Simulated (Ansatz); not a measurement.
# Rb, a known structure type with other elements, at an estimated volume

```xyz
1
Lattice="0.0000 2.8471 2.8471 2.8471 0.0000 2.8471 2.8471 2.8471 0.0000" Properties=species:S:1:pos:R:3 pbc="T T T"
Rb    0.0000    0.0000    0.0000
```

The numbers come from plane-wave PAW DFT (Ansatz): PBE, no spin polarisation, 420 eV, 10×10×10 Γ-centred k points, gaussian occupations (width 0.0706 eV). Nothing was relaxed.

**Question.** Describe some of the short contacts.

**Answer.** Rb–Rb at 4.03 Å: least valence density 0.04 e/Å³ and ELF 0.08 there, so no covalent bond. Both are smooth PAW fields, read partly inside the augmentation spheres.

**Question.** Is the cell too large or too small?

**Answer.** The pressure is 6.1 GPa (compression positive), so with the atoms held at these fractions the cell would first expand.

**Question.** Is there a gap?

**Answer.** It is a metal, with about 1.1 states/eV a cell as the mean within 0.25 eV of the Fermi level.

Origin: a known structure type with other elements, at an estimated volume, so it need not be a known compound.
